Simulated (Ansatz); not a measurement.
**AlN (P6_3mc), random displacements**

Computed with Ansatz 0.2.0, DFT PBE, scalar-relativistic, plane waves, PAW. Cutoff 420 eV, Γ-centred 12×12×6 k-points, Gaussian smearing of 0.05 eV. No spin polarisation. Energies are free energies at this smearing, counted from the undisturbed cell; pressure is positive in compression.

The undisturbed cell (as given, not relaxed at this level):

```xyz
4
Lattice="3.1110 0.0000 0.0000 -1.5555 2.6942 0.0000 0.0000 0.0000 4.9780" Properties=species:S:1:pos:R:3 pbc="T T T"
Al    0.0000    1.7961    0.0000
Al    1.5555    0.8981    2.4890
N     0.0000    1.7961    1.9165
N     1.5555    0.8981    4.4055
```

The atoms are displaced (Å, in the unstrained cell):

| atom | ux | uy | uz |
| --- | --- | --- | --- |
| Al1 | -0.072 | -0.069 | -0.237 |
| Al2 | 0.043 | 0.070 | -0.057 |
| N3 | 0.029 | 0.126 | 0.218 |
| N4 | -0.001 | -0.127 | 0.075 |

The cell is not strained.

What are the energy change, the stress and the forces?

ΔE = 237.3 meV/atom; stress (xx, yy, zz, yz, xz, xy; compression positive) (10.09, 28.48, -3.50, 2.47, 1.33, 4.79) GPa; gap on the mesh 3.11 eV.
```csv
atom,Fx (eV/Å),Fy,Fz
Al1,1.51,-0.92,1.67
Al2,-0.42,0.97,0.55
N3,0.07,-1.95,-1.57
N4,-1.16,1.90,-0.66
```

Cost: 1 run of about 0.25 core-minutes, on Arm Neoverse V2 (shared hosts).